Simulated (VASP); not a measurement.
# ZnAu: electric field gradients with PBEsol

ZnAu:

```
Zn Au
1.0
     3.11823    0.00000    0.00000
     0.00000    3.11823    0.00000
     0.00000    0.00000    3.11823
Zn Au
1 1
Direct
  0.50000 0.50000 0.50000
  0.00000 0.00000 0.00000
```

The cell comes from a database or a generator and needn't be the stable form of this composition.

The cell isn't the ideal one: volume scaled by 0.97, PAW files.

```yaml
Program: VASP 6.6.1
Task: electric field gradients
Functional: PBEsol
Potentials_or_basis: VASP PAW PBE potentials, release 64 (Zn, Au)
Cutoff: 520 eV
k_mesh: 13 × 13 × 13
Occupations: fermi-dirac, width 0.05 eV
Spin: no spin polarisation
Dipole_correction: no
Further_INCAR_settings: ALGO = Normal; EDIFF = 1e-08; NBANDS = 18
```

```yaml
Pressure: 1.6 GPa
Band_gap_on_the_k_mesh: none (metal or under the smearing width)
```

Levels at points of the mesh, in eV from the Fermi level:
| k point | band 9 | band 10 | band 11 | band 12 | band 13 | band 14 |
| --- | --- | --- | --- | --- | --- | --- |
| (0.00, 0.00, 0.00) | -3.83 | -3.83 | -3.83 | 4.94 | 4.94 | 4.94 |

Electric field gradients, principal values (V/Å²):
| atom | Vxx | Vyy | Vzz |
| --- | --- | --- | --- |
| 1 Zn | 0.000 | 0.000 | 0.000 |
| 2 Au | 0.000 | 0.000 | 0.000 |

Run time: 16 s on 1 thread of Intel(R) Xeon(R) Platinum 8488C (Sapphire Rapids), with other jobs on the host, peak memory 0.17 GiB.

Caveat: the PAW data sets were made with another functional, which shifts forces and pressure a little. Spin-orbit coupling is left out, which matters for the levels of Au.
